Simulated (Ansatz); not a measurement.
## Ti3Al under changes of volume

One of the cells (17.120 Å³/atom); the others are scaled copies at fixed shape and fractional positions:

```xyz
4
Lattice="2.9275 0.0000 0.0000 -1.4638 2.5353 0.0000 0.0000 0.0000 9.2264" Properties=species:S:1:pos:R:3 pbc="T T T"
Ti    0.0000    1.6902    2.3011
Ti    0.0000    1.6902    6.9253
Ti    1.4638    0.8451    0.0000
Al    1.4638    0.8451    4.6132
```

The cell comes from a database or a generator and needn't be the stable form of this composition.

```yaml
Program: Ansatz 0.2.0
Functional: PBEsol
Potentials_or_basis: Ansatz PAW
Cutoff: "420 eV (not typed: the program's choice for these potentials)"
k_mesh: 10 × 10 × 3
Occupations: fermi-dirac, width 0.05 eV
Spin: no spin polarisation
```

```csv
volume (Å³/atom),energy over the lowest point (meV/atom),pressure (GPa),largest force (eV/Å)
16.093,?,?,?
16.435,0.00,1.2,0.057
16.778,0.21,-1.2,0.069
17.120,5.33,-3.4,0.080
17.463,14.91,-5.4,0.092
17.805,28.53,-7.2,0.103
18.147,45.80,-8.8,0.114
```

**Question.** What does the run at 16.093 Å³/atom give?

**Answer.** Energy over the lowest point 5.21 meV/atom; pressure 3.8 GPa; largest force 0.045 eV/Å.

Worked out: A Birch-Murnaghan fit of order 3 (a polynomial in V^(-2/3)) to the other rows has its minimum at 16.59 Å³/atom with B0 = V·E''(V) = 117 GPa and B' = 3.7 at fixed shape and positions, which overstates the stiffness. It gives 5.19 meV/atom at 16.093 Å³/atom, against the run's 5.21, and -dE/dV = 3.8 GPa, against 3.8.

Energies are extrapolated to zero smearing.

Caveats: the PAW data sets come from PBE, with cores solved anew for the run's functional, which leaves a small shift of forces and pressure.
